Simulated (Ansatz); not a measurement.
## Ti2NS2 MXene monolayer in a perpendicular field

Wanted: the out-of-plane response of the Ti2NS2 MXene monolayer. A positive field points along +c.

Main program and level: Ansatz 0.2.0; plane-wave DFT, PBE-D3(BJ), Ansatz PAW (set soft_1); PAW set soft_1.

## (1) The starting structure

The cell holds 5 atoms: 2 S, 2 Ti and 1 N. Cell: a = 3.029 Å, b = 3.029 Å, c = 42.835 Å, α = 90.0°, β = 90.0°, γ = 120.0°. Vacuum lies along c.

## (2) Relaxing the slab

The starting cell is a guess, so the in-plane lattice and the atoms are relaxed first, with the slab cut off from its images along the normal.

Input file input.yaml:

```yaml
crystal:
  lattice:
    - [3.02874, 0.0, 0.0]
    - [-1.51437, 2.6229657815, 0.0]
    - [0.0, 0.0, 42.8354521808]
  atoms:
    - { symbol: S, position: [0.3333333333, 0.6666666667, 0.4307179932] }
    - { symbol: Ti, position: [0.6666666667, 0.3333333333, 0.472101144], spin: 1.0 }
    - { symbol: "N", position: [0.0, 0.0, 0.5] }
    - { symbol: Ti, position: [0.3333333333, 0.6666666667, 0.527898856], spin: 1.0 }
    - { symbol: S, position: [0.6666666667, 0.3333333333, 0.5692820068] }
  periodic: [true, true, false]
magnetization:
  spin_polarized: true
kpoints:
  mp_grid: { grid: [12, 12, 1] }
hamiltonian:
  xc: pbe
  dispersion: d3bj
  pseudopotentials: { kind: paw, azcp: { folder: soft_1 } }
scf:
  occupations: { method: fermi_dirac, width: 0.05 }
  convergence: { dr2_threshold: 1.0e-09 }
relax:
  f_tol: 0.004
  max_steps: 90
  cell: {}
output:
  write_potential: true
  write_density: true
  volumetric_format: npy
```

Command:

```
> ansatz run input.yaml --threads 2 --pin off --max-ram 3072MiB --backend cpu --events-out ev --progress --plain --runs-dir out
```

Numbers of over 12 decimals in the logs are rounded to 6 here.

The program printed:

```text
Warning: relax.cell: scf.convergence.dr2_threshold = 1e-9 eV is looser than the 1.96897962284e-10 eV advised for a relaxation that steers and ends on the stress (1e-10 eV for each atom of the cell: 5, times the square of relax.cell.stress_2d_tol = 0.05 N/m over 15.9 Å (the atoms' height at the walk's start and 5 Å past either face), 3.138e-2 GPa, over a crystal's default 0.05). What an SCF threshold leaves in a stress goes as its square root, and in the free energy as the threshold itself, and one threshold admits the most on a small cell: [figures from the program's tests cut] Set scf.convergence.dr2_threshold to 1.96897962284e-10 eV or tighter. [rest of the remark cut]
Engine: ansatz 0.2.0, aarch64-unknown-linux-gnu
Pseudopotentials: kind: paw
Pseudopotential: S, paw, valence charge 6, recommended cutoff 420 eV (normal), soft_1/S.paw.azcp
Pseudopotential: Ti, paw, valence charge 12, recommended cutoff 420 eV (normal), soft_1/Ti.paw.azcp
Pseudopotential: N, paw, valence charge 5, recommended cutoff 420 eV (normal), soft_1/N.paw.azcp
Functional definition: PBE
  parameter kappa = 0.804
  parameter beta = 0.066725
  exchange = pbe_x(kappa = kappa, mu = beta*pi^2/3)
  correlation = pbe_c(beta = beta)
Crystal: 5 atoms, lattice volume = 340.297 Å³
Basis set: ecut = 420 eV, 6563 PW (Γ), exchange–correlation on 48×48×576 points (8 copies of the dense FFT grid, shifted against one another)
Bands: 27, of which v1, the nominal top of the filled ones, is band 21 counted from 1 (20 counted from 0)
Symmetry: 12 space group operations
Space group: P-3m1 (ITA 164), of the structure as read, at distance tolerance 7.0e-5 Å
Magnetic group: BNS 164.85 (UNI 1315), of the structure as read, at distance tolerance 7.0e-5 Å
k-points: 19 of 144
Non-local potential: S, projectors of the file, l = 0: 2, l = 1: 2, l = 2: 1
Non-local potential: Ti, projectors of the file, l = 0: 3, l = 1: 2, l = 2: 3, l = 3: 1
Non-local potential: N, projectors of the file, l = 0: 2, l = 1: 2, l = 2: 1
PAW form: soft (Blöchl's): semilocal exchange-correlation on the pseudo side does not see the compensation charge
PAW one-centre angular grid: S, 110 points (default); XC on 64 Gauss nodes
PAW one-centre angular grid: Ti, 590 points (default); XC on 64 Gauss nodes
PAW one-centre angular grid: N, 110 points (default); XC on 64 Gauss nodes
Initial density: superposition of atomic densities (neutral atoms: chi_scale 0, normalization atom)
Starting moments: Σ|m| = 2 μB on 2 of 5 sites
Initial wavefunctions: pseudopotential atomic-orbital guess
Functional: x = pbe(κ = 0.804, μ = 0.219515), c = pbe(β = 0.066725)
SCF iter   1: F=—  HF=-7199.166278 eV  |F-HF|=—  |Δ(HF+E_count)|=         —  Δρ=3.10e-2 (↑3.10e-2 ↓2.32e-2)  dr2=1.37e1  dr2_m=3.45e-1  M=0.870 μB ∫|m|=1.019 μB  β_m=0.30  ethr=3.10e-3  ⟨swp⟩=13.9  Hψ=7914  notcnv=0
Mixer restart at iter 1: flushing history
preconditioner: auto → LDOS  [metal: Δε(μ)=0.055 eV  Ē_g=9.074 eV  σ=0.050 eV  W_gap=0.25  n_scr=26 (ndim 8)  ℏωp=10.1 eV  f_vac=0.768  D(μ)=2.05/eV (n_scr^D=14)]
spin=Collinear: LDOS preconditioning applied to the charge; magnetization (m = ρ↑ − ρ↓) channel mixes plain (no charge-response kernel on spin).
SCF iter   2: F=—  HF=-7196.259679 eV  |F-HF|=—  |Δ(HF+E_count)|=    2.91e0  Δρ=1.75e-2 (↑1.75e-2 ↓1.06e-2)  dr2=2.76e0  dr2_m=2.01e-1  M=0.729 μB ∫|m|=0.932 μB  β_m=0.43  ethr=3.10e-3  ⟨swp⟩=4.4  Hψ=2658  notcnv=0  defer=36
SCF iter   3: F=—  HF=-7195.580702 eV  |F-HF|=—  |Δ(HF+E_count)|=   6.79e-1  Δρ=6.65e-3 (↑6.65e-3 ↓4.95e-3)  dr2=2.11e-1  dr2_m=6.13e-2  M=0.560 μB ∫|m|=0.746 μB  β_m=0.66  ethr=3.10e-3  ⟨swp⟩=3.8  Hψ=2502  notcnv=0  defer=33
SCF iter   4: F=—  HF=-7195.743543 eV  |F-HF|=—  |Δ(HF+E_count)|=         —  Δρ=5.73e-3 (↑5.73e-3 ↓3.10e-3)  dr2=7.61e-2  dr2_m=5.48e-2  M=0.126 μB ∫|m|=0.235 μB  β_m=0.66  ethr=5.15e-4  ⟨swp⟩=3.9  Hψ=2431  notcnv=0  defer=35
SCF iter   5: F=—  HF=-7195.723185 eV  |F-HF|=—  |Δ(HF+E_count)|=   2.04e-2  Δρ=1.44e-3 (↑1.29e-3 ↓1.44e-3)  dr2=6.44e-3  dr2_m=5.24e-3  M=0.057 μB ∫|m|=0.116 μB  β_m=0.81  ethr=1.86e-4  ⟨swp⟩=3.3  Hψ=2184  notcnv=0  defer=34
SCF iter   6: F=—  HF=-7195.724686 eV  |F-HF|=—  |Δ(HF+E_count)|=   1.50e-3  Δρ=7.69e-4 (↑4.63e-4 ↓7.69e-4)  dr2=1.64e-3  dr2_m=7.28e-4  M=0.019 μB ∫|m|=0.044 μB  β_m=0.77  ethr=1.57e-5  ⟨swp⟩=2.9  Hψ=2363  notcnv=0  defer=34
SCF iter   7: F=—  HF=-7195.724216 eV  |F-HF|=—  |Δ(HF+E_count)|=   4.70e-4  Δρ=2.27e-4 (↑2.27e-4 ↓1.74e-4)  dr2=9.74e-5  dr2_m=1.14e-4  M=0.007 μB ∫|m|=0.019 μB  β_m=0.77  ethr=4.00e-6  ⟨swp⟩=3.3  Hψ=2550  notcnv=0  defer=33
SCF iter   8: F=—  HF=-7195.724268 eV  |F-HF|=—  |Δ(HF+E_count)|=   5.24e-5  Δρ=7.80e-5 (↑7.80e-5 ↓5.29e-5)  dr2=5.23e-5  dr2_m=1.08e-5  M=0.002 μB ∫|m|=0.007 μB  β_m=0.74  ethr=2.38e-7  ⟨swp⟩=3.8  Hψ=2339  notcnv=0  defer=33
SCF iter   9: F=—  HF=-7195.724271 eV  |F-HF|=—  |Δ(HF+E_count)|=   2.70e-6  Δρ=2.01e-5 (↑1.91e-5 ↓2.01e-5)  dr2=4.66e-7  dr2_m=1.05e-6  M=0.000 μB ∫|m|=0.002 μB  β_m=0.84  ethr=1.28e-7  ⟨swp⟩=2.7  Hψ=1664  notcnv=0  defer=33
SCF iter  10: F=—  HF=-7195.724273 eV  |F-HF|=—  |Δ(HF+E_count)|=   2.28e-6  Δρ=5.05e-6 (↑4.11e-6 ↓5.05e-6)  dr2=1.75e-7  dr2_m=4.90e-8  M=-0.000 μB ∫|m|=0.000 μB  β_m=0.85  ethr=1.14e-9  ⟨swp⟩=4.1  Hψ=2677  notcnv=0  defer=33
SCF iter  11: F=—  HF=-7195.724273 eV  |F-HF|=—  |Δ(HF+E_count)|=   1.61e-7  Δρ=1.05e-6 (↑8.94e-7 ↓1.05e-6)  dr2=5.85e-9  dr2_m=1.13e-9  M=-0.000 μB ∫|m|=0.000 μB  β_m=0.80  ethr=4.26e-10  ⟨swp⟩=3.4  Hψ=2071  notcnv=0  defer=33
SCF iter  12: F=—  HF=-7195.724273 eV  |F-HF|=—  |Δ(HF+E_count)|=   1.61e-8  Δρ=2.72e-7 (↑2.65e-7 ↓2.72e-7)  dr2=3.54e-10  dr2_m=1.19e-10  M=-0.000 μB ∫|m|=0.000 μB  β_m=0.85  ethr=1.43e-11  ⟨swp⟩=3.4  Hψ=2399  notcnv=0  defer=33
SCF iter  13: F=-7195.724273 eV  HF=-7195.724273 eV  |F-HF|=5.26e-10  |Δ(HF+E_count)|=   8.34e-9  Δρ=1.06e-7 (↑9.51e-8 ↓1.06e-7)  dr2=5.14e-11  dr2_m=1.81e-11  M=-0.000 μB ∫|m|=0.000 μB  ethr=1.00e-12  ⟨swp⟩=8.2  Hψ=7868  notcnv=0
WARN: the starting moments were not kept: the SCF closed with an absolute magnetisation of 9.6e-6 μB, where they sum to 2 μB in size (2 sites). That is at most 0.1 of that sum. Measured as dr2_m measures the in/out step, that magnetisation stands 8.3e-12 eV from none, at or under the dr2_threshold of 1.0e-9 eV: it is no larger than a step whose dr2_m would equal this threshold. The system may hold no moment; this SCF [...]
SCF 1 converged in 13 iterations: F = -7195.724273 eV  dr2 = 5.14e-11
[...]
relax step   6: F+E_penalty+E_count = -7196.28832847 eV  Δ(F+E_penalty+E_count) = -1.059e-5 eV  max|allowed force component| = 4.891e-4 eV/Å  Δτ_max = 0.0006 Å  P = +0.000 N/m  Ω = 366.583 Å³  energy of the carried Pulay correction = -4.002e-3 eV  fix = [c, alpha, beta]  reactions: c +0.000 N/m  (5 SCF iters, accepted)
[...]
relax step   7: F+E_penalty+E_count = -7196.29410136 eV  Δ(F+E_penalty+E_count) = -5.773e-3 eV  max|allowed force component| = 3.200e-4 eV/Å  Δτ_max = 0.0000 Å  P = +0.098 N/m  Ω = 366.583 Å³  fix = [c, alpha, beta]  reactions: c +0.000 N/m  stress off target by 9.78e-2 N/m on what of the cell is left free  SCF on the basis re-selected at this cell (its energy is not comparable with the rows above)  (7 SCF iters)
[...]
relax step   8: F+E_penalty+E_count = -7196.29407817 eV  Δ(F+E_penalty+E_count) = +2.319e-5 eV  max|allowed force component| = 1.422e-4 eV/Å  Δτ_max = 0.0007 Å  P = +0.002 N/m  Ω = 366.857 Å³  energy of the carried Pulay correction = -4.316e-5 eV  fix = [c, alpha, beta]  reactions: c +0.000 N/m  (7 SCF iters, accepted)
iter 1 solved again at ethr=2.42e-7 eV; its pass at ethr=3.10e-3 eV (dr2=9.92e-5 eV) is discarded
SCF iter   1: F=—  HF=-7196.293993 eV  |F-HF|=—  |Δ(HF+E_count)|=         —  Δρ=4.63e-6 (↑4.63e-6 ↓4.63e-6)  dr2=1.34e-8  dr2_m=1.27e-11  M=-0.000 μB ∫|m|=0.000 μB  β_m=0.65  ethr=2.42e-7  ⟨swp⟩=6.8  Hψ=13686  notcnv=0
eigensolver tolerance schedule: the retry pair's looser diagonalisation over-reported the residual by 7393.53 of it (diagonalisation noise at 1.36 of the residual, at the tolerance the schedule requests for it); recorded, not acted on — ethr = c·dr2/N_el stays at c = 1.0e-1
spin=Collinear: LDOS preconditioning applied to the charge; magnetization (m = ρ↑ − ρ↓) channel mixes plain (no charge-response kernel on spin).
SCF iter   2: F=—  HF=-7196.294091 eV  |F-HF|=—  |Δ(HF+E_count)|=   9.88e-5  Δρ=1.74e-6 (↑1.74e-6 ↓1.73e-6)  dr2=1.43e-8  dr2_m=4.71e-12  M=-0.000 μB ∫|m|=0.000 μB  β_m=0.30  ethr=3.27e-11  ⟨swp⟩=6.0  Hψ=3998  notcnv=0
SCF iter   3: F=—  HF=-7196.294083 eV  |F-HF|=—  |Δ(HF+E_count)|=   8.84e-6  Δρ=1.93e-6 (↑1.93e-6 ↓1.93e-6)  dr2=4.88e-9  dr2_m=4.80e-12  M=-0.000 μB ∫|m|=0.000 μB  β_m=0.65  ethr=3.27e-11  ⟨swp⟩=2.5  Hψ=1497  notcnv=0
SCF iter   4: F=—  HF=-7196.294124 eV  |F-HF|=—  |Δ(HF+E_count)|=   4.14e-5  Δρ=5.61e-7 (↑5.55e-7 ↓5.61e-7)  dr2=6.16e-9  dr2_m=4.38e-13  M=-0.000 μB ∫|m|=0.000 μB  β_m=0.57  ethr=1.19e-11  ⟨swp⟩=4.2  Hψ=2458  notcnv=0
SCF iter   5: F=—  HF=-7196.294125 eV  |F-HF|=—  |Δ(HF+E_count)|=   8.49e-7  Δρ=3.34e-7 (↑3.28e-7 ↓3.34e-7)  dr2=2.32e-9  dr2_m=2.48e-13  M=-0.000 μB ∫|m|=0.000 μB  β_m=0.79  ethr=1.19e-11  ⟨swp⟩=2.8  Hψ=1694  notcnv=0
SCF iter   6: F=-7196.294125 eV  HF=-7196.294125 eV  |F-HF|=3.40e-8  |Δ(HF+E_count)|=   2.84e-7  Δρ=1.08e-7 (↑1.06e-7 ↓1.08e-7)  dr2=3.42e-10  dr2_m=5.87e-14  M=-0.000 μB ∫|m|=0.000 μB  ethr=2.44e-12  ⟨swp⟩=12.6  Hψ=8719  notcnv=0
the starting moments were not kept: the SCF closed with an absolute magnetisation of 6.4e-7 μB, where they sum to 2 μB in size (2 sites). That is at most 0.1 of that sum. Measured as dr2_m measures the in/out step, that magnetisation stands 5.4e-14 eV from none, at or under the dr2_threshold of 1.0e-9 eV: it is no larger than a step whose dr2_m would equal this threshold.
SCF 9 converged in 6 iterations: F = -7196.294125 eV  dr2 = 3.42e-10
relax step   9: F+E_penalty+E_count = -7196.29412516 eV  Δ(F+E_penalty+E_count) = -4.699e-5 eV  max|allowed force component| = 1.447e-4 eV/Å  Δτ_max = 0.0000 Å  P = +0.002 N/m  Ω = 366.857 Å³  fix = [c, alpha, beta]  reactions: c +0.000 N/m  stress off target by 1.59e-3 N/m on what of the cell is left free  SCF on the basis re-selected at this cell (its energy is not comparable with the rows above)  (6 SCF iters)
basis re-selected at this cell: Δ(F+E_penalty+E_count) = -4.699e-5 eV, ΔP = +0.000 N/m vs the last step (what re-selecting the basis moved, of the pressure what is left beyond the Pulay correction that the steps carried, after the strain that the cell walked since its last selection, with what the two solves' SCF thresholds leave and, on support functions, any second-order correction that the steps lacked; it is no m [...]
WARN: The output density's exchange-correlation potential varies sharply where the density is thin. Do not read a vacuum level from v_tot or v_xc, or from such a field of the output density. On a cell that repeats whose density bears no net charge and no dipole along the vacuum's axis use v_es (v_loc + v_h of the components); under efield.dipole_correction with no amplitude use v_es + v_field, which holds any externa [...]
SCF converged after 6 iterations
Magnetization: -0.0000 μB (20.5000 up, 20.5000 down)
Absolute magnetization: 0.0000 μB (∫|ρ↑−ρ↓|, with the PAW one-centre terms)
Spin contamination: 0.0000 ħ² per cell (⟨S²⟩ above its minimum at these occupations)
Per-site moments (μB) at R_I (Å): [(3.446842353733156e-8, 0.983755), (-1.3877902900418193e-7, 0.889718), (9.230520075371252e-8, 0.889718), (-1.3877902901534064e-7, 0.889718), (3.446842359016215e-8, 0.983755)]
Free energy (F): -7196.294125 eV
Harris-Foulkes:  -7196.294125 eV  (|F-HF|=3.40e-8)
Internal energy: -7196.276990 eV  (E = F + TS)
E sigma→0 (E₀):  -7196.285558 eV
Entropy (-TS):   -0.017135 eV (-3.427 meV/atom)
Fermi energy:    -5.745881 eV
--- Per-component energies (eV) ---
  E_band       = -1010.323560
  E_kinetic    = 902.819452
  E_local      = -155956.612618  (includes V_loc(G=0)·N_el)
  E_nonlocal   = 223.559811
  E_hartree    = 77369.603311
  E_xc         = -472.356900
  E_vxc        = -535.511246  (∫ρ·V_xc dr)
  E_paw        = -3427.481004  (= ΣΔE_a)
  E_vpaw       = -383.789444  (= ΣTr[D̂ρ^β])
  E_aug_tail   = 0.000661  (compensation charges beyond the density's cutoff)
  E_ewald      = 74165.967395
  E_disp       = -1.777098  (pairwise vdW)
  E_smearing   = -0.017135  (= −TS)
  E_closure    = -0.000000  (closes the sum)
  Σ components = -7196.294125   (vs F -7196.294125, Δ=0.00e0)
--- Forces (eV/Å), atoms counted from 1 ---
  atom   1  S     -0.00000000     0.00000000     0.00003386
  atom   2  Ti    -0.00000000    -0.00000000    -0.00014474
  atom   3  N      0.00000000     0.00000000     0.00000000
  atom   4  Ti     0.00000000     0.00000000     0.00014474
  atom   5  S      0.00000000     0.00000000    -0.00003386
  max |Σ_I F_I| component: 5.42e-20 eV/Å
--- 2D stress c σ (N/m, compression-positive) ---
        0.001585      -0.000000      -0.000000
       -0.000000       0.001585      -0.000000
       -0.000000      -0.000000       0.000000
  P = ½ c Tr σ = 0.0016 N/m
--- Band table (eV; the first three rows and the last of 38) ---
  k-point 0 ↑: bands = [... 17 lower, -6.8853, -5.5558, -5.5558, -5.4328, -5.4328, -5.2318, -4.2024, -4.2024, ... 2 higher]
  k-point 1 ↑: bands = [... 17 lower, -6.8355, -6.3676, -6.0876, -5.4611, -4.9544, -4.8641, -4.2270, -4.1155, ... 2 higher]
  k-point 2 ↑: bands = [... 17 lower, -7.0004, -6.9904, -6.4960, -5.8438, -4.7238, -4.5540, -4.1785, -3.7235, ... 2 higher]
  k-point 18 ↓: bands = [... 17 lower, -9.2344, -8.3938, -8.3938, -4.5455, -4.5455, -4.3868, -3.3984, -3.3984, ... 2 higher]
  the weakly bound empty levels are not read free of the cell's end (no_gap_told)
--- Relaxed structure (7 steps of the walk, 7 accepted, 2 SCFs on fresh bases) ---
  F+E_penalty+E_count = -7196.29412516 eV   max|allowed force component| = 1.447e-4 eV/Å   (the final SCF, on the basis selected at the relaxed cell)
  cell:  # Å, volume = 366.8566 Å³
    - [3.144714, 0, 0]
    - [-1.572357, 2.723402, 0]
    - [0, 0, 42.8354521808]
  atoms:
    - { symbol: S, position: [0.333333, 0.666667, 0.436718] }
    - { symbol: Ti, position: [0.666667, 0.333333, 0.472817] }
    - { symbol: N, position: [0, 0, 0.500000] }
    - { symbol: Ti, position: [0.333333, 0.666667, 0.527183] }
    - { symbol: S, position: [0.666667, 0.333333, 0.563282] }
```

The job ended after 2 min (2 threads of Arm Neoverse V2, shared host; peak memory 0.79 GiB).

Step by step:

| step | energy less that of the first step (eV) | largest force component (eV/Å) | volume (Å³) |
| --- | --- | --- | --- |
| 1 | 0.0000 | 1.7764 | 340.30 |
| 2 | -0.4843 | 0.7634 | 353.07 |
| 3 | -0.5501 | 0.4293 | 367.17 |
| 4 | -0.5637 | 0.0487 | 367.12 |
| 5 | -0.5640 | 0.0045 | 366.64 |
| 6 | -0.5641 | 0.0005 | 366.58 |
| 7* | -0.5698 | 0.0003 | 366.58 |
| 8 | -0.5698 | 0.0001 | 366.86 |
| 9* | -0.5699 | 0.0001 | 366.86 |

Relaxation steps marked * repeat the geometry before them on a plane-wave basis chosen anew for their cell, so energy and pressure can jump there.

The run keeps the 12 symmetry operations that it works with, so distortions that break them were not tested.

| cell as run | before | after | change |
| --- | --- | --- | --- |
| a (Å) | 3.029 | 3.145 | +3.8 % |
| b (Å) | 3.029 | 3.145 | +3.8 % |

The atoms that moved most (Å, along periodic axes as changes of fractional coordinates times the final cell, across vacuum about the mean position):

| atom | dx | dy | dz | length |
| --- | --- | --- | --- | --- |
| S1 | 0.000 | 0.000 | 0.257 | 0.257 |
| S5 | 0.000 | 0.000 | -0.257 | 0.257 |
| Ti2 | 0.000 | 0.000 | 0.031 | 0.031 |
| Ti4 | 0.000 | 0.000 | -0.031 | 0.031 |

Final coordinates:

```xyz
5
Lattice="3.1447 0.0000 0.0000 -1.5724 2.7234 0.0000 0.0000 0.0000 42.8355" Properties=species:S:1:pos:R:3
S     0.0000    1.8156   18.7070
Ti    1.5724    0.9078   20.2533
N     0.0000    0.0000   21.4177
Ti    0.0000    1.8156   22.5821
S     1.5724    0.9078   24.1284
```

Numbers from this step:

| Quantity | Value |
| --- | --- |
| energy at zero smearing | -7196.2856 eV |

The lattice constant a goes from 3.029 to 3.145 Å.

(Continued in part 2 of 2.)

[Logs are printed without paths, hosts, clocks, repeated set-up lines and the standing remarks that a program may print on its own settings, such as how far it seeks lower states.]

[Hosts, paths, dates, database ids (printed as entryN), source tags and the programs' standing remarks are cut or masked in the printed files.]

[Maps of the electrostatic potential energy from Ansatz leave out the sawtooth potential of an applied field or a dipole correction, so their vacuum need not be flat; planar profiles and work functions include it.]
